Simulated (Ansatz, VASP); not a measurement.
# Sb: VASP beside Ansatz

File POSCAR:

```
Sb
1.0
    3.0810000000      0.0000000000      0.0000000000
    0.0000000000      3.0810000000      0.0000000000
    0.0000000000      0.0000000000      3.0810000000
Sb
1
Direct
    0.0000000000      0.0000000000      0.0000000000
```

Contents of INCAR.step1:

```
  PREC = Accurate
  ENCUT = 520
  ISMEAR = 0
  SIGMA = 0.15
  LREAL = F
  LASPH = T
  NELM = 100
  NBANDS = 8
  GGA = PE
  ALGO = Normal
  EDIFF = 1E-4
  LWAVE = T
  LCHARG = F
```

Contents of INCAR.step2:

```
  PREC = Accurate
  ENCUT = 520
  EDIFF = 1E-7
  ISMEAR = 0
  SIGMA = 0.15
  LREAL = F
  LASPH = T
  NELM = 100
  ALGO = Normal
  ISIF = 2
  LWAVE = F
  LCHARG = F
  METAGGA = R2SCAN
  LMIXTAU = T
  NBANDS = 8
  ISTART = 1
```

Contents of KPOINTS:

```
regular mesh
0
Gamma
  16 16 16
```

Input for Ansatz:

```yaml
crystal:
  lattice:
    - [3.081, 0.0, 0.0]
    - [0.0, 3.081, 0.0]
    - [0.0, 0.0, 3.081]
  atoms:
    - { symbol: Sb, position: [0.0, 0.0, 0.0] }
basis:
  ecutwfc: 500
kpoints:
  mp_grid: { grid: [16, 16, 16] }
hamiltonian:
  xc: r2scan
scf:
  occupations: { method: gaussian, width: 0.15 }
output:
  forces: true
  stress: true
  eigenvalues: true
```

Change from the starting cell: strain -0.025 along x and y, -0.025 along z, atoms carried along.

Alike in both runs: task single point; functional r2SCAN; k mesh 16 × 16 × 16; occupations gaussian, width 0.15 eV; no spin polarisation.

|  | VASP | Ansatz |
| --- | --- | --- |
| version | VASP 6.6.1 | Ansatz 0.2.0 |
| potentials or method | VASP PAW PBE potentials, release 64 (Sb) | scalar-relativistic, plane waves, PAW |
| plane-wave cutoff (eV) | 520 | 500 |
| valence electrons in the cell | 5 | 15 |

Ansatz gave:

```
gap on the k mesh at the Fermi level (eV) : none
pressure (GPa)                            : 0.2
```

**Question.** Estimate VASP's values.

**Answer.** gap on the k mesh at the Fermi level (eV): none; pressure (GPa): 0.3.

A gap of «none» marks a metal or a gap that the smearing closes. The two sets of potentials don't hold the same shells in valence.

Caveats: the PAW data sets were made with another functional, which shifts forces and pressure a little (VASP). Spin-orbit coupling is left out, which matters for the levels of Sb.
